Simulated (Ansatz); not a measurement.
# CrI3 (R-3): equation of state

One table from this session's results is given with a row withheld; the runs are named, their logs left out.

Computed with Ansatz 0.2.0 (DFT PBE, scalar-relativistic, plane waves, PAW, unless a step's input says otherwise).

The runs add the D3(BJ) dispersion term to the functional named. Spin polarisation is switched off on purpose; where the compound carries moments, volume, stiffness and gap are then not the real material's.

### Starting point

Symmetry: R-3, No. 148, trigonal system. Conventional cell: a = 6.621 Å, b = 6.621 Å, c = 18.977 Å, α = 90.00°, β = 90.00°, γ = 120.00°. Around Cr (site symmetry 3) lie 6 I at 2.65 to 2.66 Å. Around I (site symmetry 1) lie 2 Cr at 2.65 to 2.66 Å.

Structure file:

```cif
data_structure
_symmetry_space_group_name_H-M 'P 1'
_symmetry_Int_Tables_number 1
_cell_length_a 7.3909
_cell_length_b 7.3909
_cell_length_c 7.3909
_cell_angle_alpha 53.219
_cell_angle_beta 53.219
_cell_angle_gamma 53.219
_cell_volume 240.14
loop_
_atom_site_label
_atom_site_type_symbol
_atom_site_fract_x
_atom_site_fract_y
_atom_site_fract_z
_atom_site_occupancy
Cr1 Cr 0.16687 0.16687 0.16687 1
Cr2 Cr 0.83313 0.83313 0.83313 1
I1 I 0.76465 0.07403 0.41946 1
I2 I 0.41946 0.76465 0.07403 1
I3 I 0.07403 0.41946 0.76465 1
I4 I 0.58054 0.23535 0.92597 1
I5 I 0.92597 0.58054 0.23535 1
I6 I 0.23535 0.92597 0.58054 1
```

This cell comes from an earlier session at PBE: 30.018 Å³/atom at 0.01 GPa, on a 6×6×6 mesh.

Volume factors to run: 0.980, 1.020, 0.960, 1.040.

Set-up of the first run:

Contents of input.yaml:

```yaml
crystal:
  lattice:
    - [3.2882465969, 1.8984700579, 6.2831763495]
    - [-3.2882465969, 1.8984700579, 6.2831763495]
    - [0.0, -3.7969401158, 6.2831763495]
  atoms:
    - { symbol: Cr, position: [0.1668696808, 0.1668696808, 0.1668696808] }
    - { symbol: Cr, position: [0.8331303192, 0.8331303192, 0.8331303192] }
    - { symbol: I, position: [0.7646498057, 0.0740293011, 0.4194585515] }
    - { symbol: I, position: [0.4194585515, 0.7646498057, 0.0740293011] }
    - { symbol: I, position: [0.0740293011, 0.4194585515, 0.7646498057] }
    - { symbol: I, position: [0.5805414485, 0.2353501943, 0.9259706989] }
    - { symbol: I, position: [0.9259706989, 0.5805414485, 0.2353501943] }
    - { symbol: I, position: [0.2353501943, 0.9259706989, 0.5805414485] }
basis:
  ecutwfc: 420
  ecutrho_ratio: 4
kpoints:
  mp_grid: { grid: [6, 6, 6] }
hamiltonian:
  xc: pbe
  dispersion: d3bj
scf:
  occupations: { method: gaussian, width: 0.05 }
output:
  forces: true
  stress: true
  eigenvalues: true
relax:
  f_tol: 0.01
  max_steps: 40
  cell: { stress_tol: 0.1, fix: [volume] }
```

Command:

```console
$ ansatz run input.yaml --threads 2 --pin off --max-ram 5120MiB --backend cpu --events-out ev --progress --plain --runs-dir out
```

Steps of the session up to this table: Volume × 0.980; Scaling the volume by 1.020; At 0.960 of the relaxed volume; Scaling the volume by 1.040.

One of the session's tables, all rows but one given; the rest of the session is left out.

It belongs to the step «The fit». 

| volume (Å³/atom) | energy (meV/atom) | pressure (GPa) |
| --- | --- | --- |
| 28.817 | 2.39 | 0.72 |
| 29.418 | ? | ? |
| 30.018 | 0.00 | 0.01 |
| 30.618 | 0.31 | -0.18 |
| 31.219 | 1.02 | -0.34 |

**Question.** Estimate the row for volume (Å³/atom) = 29.418.

Worked estimate for «energy (meV/atom)». A straight line through the neighbours (28.817, 2.39) and (30.018, 0.00) gives 2.39 + (0.00 − 2.39) × (29.418 − 28.817) / (30.018 − 28.817) = 1.19; a parabola fitted to 3 rows on both sides gives 0.69.

The run gave: energy (meV/atom): 0.51; pressure (GPa): 0.30. In «energy (meV/atom)» the line misses by +0.68 and the parabola by +0.18.
